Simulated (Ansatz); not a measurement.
Bulk crystal (HgS) after relaxation:

```yaml
crystal:
  lattice:
    - [0.00000, 2.99575, 2.99575]
    - [2.99575, 0.00000, 2.99575]
    - [2.99575, 2.99575, 0.00000]
  atoms:
    - { symbol: Hg, position: [0.00000, 0.00000, 0.00000] }
    - { symbol: S, position: [0.75000, 0.75000, 0.75000] }
```

Miller indices refer to the conventional cell of F-43m (No. 216), a = 5.991 Å, b = 5.991 Å, c = 5.991 Å, α = 90.00°, β = 90.00°, γ = 90.00°.

The (110) slab of 5 planes, 8.5 Å thick with 15 Å of vacuum as cut; outer planes HgS (top) and HgS (bottom).

Level of theory: DFT PBE, scalar-relativistic, plane waves, PAW in Ansatz. Cutoff 420 eV; k points 8×6×1 on the computed 10-atom cell (Γ-centred); Gaussian smearing, width 0.10 eV; no spin polarisation. A dipole correction removes the field between periodic images along c.

The thin slab has a gap of 0.53 eV, which the bulk, a metal, lacks.

Results for the relaxed slab:

| Property | Result |
| --- | --- |
| Surface energy (mean of both faces) | 0.18 J/m² |

Relaxation lowers the energy by 0.280 J/m² a face; the largest move is 0.570 Å.

```json
{"plane (bottom to top)": "1", "atoms": "HgS", "spacing to next, bulk (Å)": "2.118", "relaxed (Å)": "1.902", "change (%)": "-10.2", "rumpling (Å)": "0.629"}
{"plane (bottom to top)": "2", "atoms": "HgS", "spacing to next, bulk (Å)": "2.118", "relaxed (Å)": "2.164", "change (%)": "+2.2", "rumpling (Å)": "0.158"}
{"plane (bottom to top)": "3", "atoms": "HgS", "spacing to next, bulk (Å)": "2.118", "relaxed (Å)": "2.164", "change (%)": "+2.2", "rumpling (Å)": "0.000"}
{"plane (bottom to top)": "4", "atoms": "HgS", "spacing to next, bulk (Å)": "2.118", "relaxed (Å)": "1.902", "change (%)": "-10.2", "rumpling (Å)": "0.157"}
{"plane (bottom to top)": "5", "atoms": "HgS", "spacing to next, bulk (Å)": "", "relaxed (Å)": "", "change (%)": "", "rumpling (Å)": "0.629"}
```

Slabs this thin can still miss converged surface energies by a few hundredths of a J/m² and work functions by about a tenth of an eV.

Spin-orbit coupling is left out, which matters for the bands of heavy elements. Gaps are read on the k points sampled, so a band crossing between them can be missed.

γ = (E_slab − N·E_bulk)/2A = 0.561 eV / (2 × 25.38 Å²) = 11.0 meV/Å² = 0.18 J/m², with N = 10 atoms. The cut crosses 2 bonds a cell (neighbours within 10 % of the shortest distances), so each costs 0.28 eV on this count. The top two spacings change in opposite senses (-10.2 and +2.2 %). The top plane, flat in the bulk, buckles with S 0.63 Å above Hg: the anion outward, the common sense of rumpling on ionic faces.

The low surface energy owes much to relaxation, which recovers more than half the cost of the ideal cut. The outward sulfur and inward mercury follow the familiar pattern of zincblende (110) faces. Threefold-coordinated Hg moves towards a planar, sp²-like arrangement, while S becomes more pyramidal and keeps a filled lone pair. Mercury's tolerance of low coordination, through strong s character in its bonds, probably helps. The 0.28 eV per cut bond therefore includes this electronic and elastic recovery and isn't a measure of Hg–S bond strength.

The metallic bulk probably reflects an inverted band order, with the Hg 6s-derived state below the S 3p-derived valence top, an ordering that semilocal functionals tend to exaggerate in mercury chalcogenides. Confinement and the slab's lower symmetry can then separate states that meet in the cubic crystal, which would account for the gap of 0.53 eV. As even the inner spacings remain expanded, this gap belongs to the thin film as a whole and doesn't show that the (110) surface of a thick crystal is semiconducting.
